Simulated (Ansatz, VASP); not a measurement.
**Zn in VASP and in Ansatz**

```
Zn
1.0
    -1.60637    1.60637    1.60637
     1.60637   -1.60637    1.60637
     1.60637    1.60637   -1.60637
Zn
1
Direct
  0.00000 0.00000 0.00000
```

Alike in both runs: task single point; functional PBE; k mesh 16 × 16 × 16; occupations fermi-dirac, width 0.1 eV; no spin polarisation.

|  | VASP | Ansatz |
| --- | --- | --- |
| version | VASP 6.6.1 | Ansatz 0.2.0 |
| potentials or method | VASP PAW PBE potentials, release 64 (Zn) | plane waves (420 eV) with PAW, scalar-relativistic |
| plane-wave cutoff (eV) | 520 | 420 |
| valence electrons in the cell | 12 | 12 |

|  | VASP | Ansatz | Ansatz less VASP |
| --- | --- | --- | --- |
| pressure (GPa) | -3.7 | -3.9 | -0.21 |

With one functional, cell and mesh, what is left measures potentials, basis and numerics.
